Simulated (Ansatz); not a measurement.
**NaF (Fm-3m) under several functionals**

Plane-wave DFT in Ansatz with scalar-relativistic PAW potentials. The same structure was relaxed (cell and atoms, symmetry kept) in separate runs at each level. No spin polarisation.

Question: How do the levels PBE, PBEsol, r2SCAN compare?

Answer:
```tsv
level	cutoff (eV)	k mesh	V (Å³/atom)	a (Å)	gap (eV)	B0 (GPa)
r2SCAN	500	8×8×8	12.121	4.594	7.28	–
PBEsol	420	8×8×8	12.408	4.630	6.19	49
PBE	420	8×8×8	12.974	4.699	6.09	45
```

The usual order of volumes, PBEsol < PBE, holds here (12.408, 12.974 Å³/atom). As a rule PBEsol, built on the gradient expansion of slowly varying densities, lies between LDA and PBE; PBE's stronger gradient term for exchange weakens bonds. r2SCAN lies 6.6 % under PBE in volume. B0 goes from 48.6 to 44.8 GPa as the volume grows by 4.6 %; on one curve with B' = 4.6 the volume alone, B ∝ V^(−B'), would give 39.7 GPa, and the rest of the difference is the functional's own stiffness. Each gap belongs to its own cell, so it mixes the functional's effect with that of the volume; gaps are the least found on the k mesh or on a band path.